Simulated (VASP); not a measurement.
# BN: single point with PBE

BN:

```xyz
4
Lattice="2.4982 0.0000 0.0000 -1.2491 2.1635 0.0000 0.0000 0.0000 6.6357" Properties=species:S:1:pos:R:3 pbc="T T T"
N     1.2491    0.7212    1.6589
N     0.0000    1.4424    4.9768
B     1.2491    0.7212    4.9768
B     0.0000    1.4424    1.6589
```

* Program: VASP 6.6.1
* Task: single point
* Functional: PBE
* Potentials or basis: VASP PAW PBE potentials, release 64 (N, B)
* Cutoff: 500 eV
* k mesh: 12 × 12 × 4
* Occupations: gaussian, width 0.02 eV
* Spin: no spin polarisation

| Item | Value |
| --- | --- |
| Pressure | 5.1 GPa |
| Band gap on the k mesh | 4.29 eV, indirect (least direct gap 4.66 eV) |

Stress tensor (GPa, compression positive):
```
6.29 0.00 0.00
0.00 6.29 0.00
0.00 0.00 2.78
```

Levels at points of the mesh, in eV from the valence-band top:
| k point | band 6 | band 7 | band 8 | band 9 | band 10 | band 11 |
| --- | --- | --- | --- | --- | --- | --- |
| (0.00, 0.00, 0.00) | -1.32 | -1.28 | -1.28 | 5.27 | 10.35 | 11.63 |
| (0.50, 0.00, 0.00) | -4.09 | -1.45 | -0.43 | 4.29 | 5.66 | 9.60 |
| (0.00, 0.00, 0.50) | -1.30 | -1.30 | -1.30 | 7.64 | 7.64 | 11.67 |
| (0.50, 0.00, 0.50) | -4.12 | -0.92 | -0.92 | 4.75 | 4.75 | 9.99 |

Run time: 16 s on 1 thread of Intel(R) Xeon(R) Platinum 8488C (Sapphire Rapids), on a shared host, peak memory 0.14 GiB.

Caveat: this functional lacks dispersion, which binds the layers, so the pressure and a relaxed spacing across them are unreliable. A k mesh can miss the band edges.
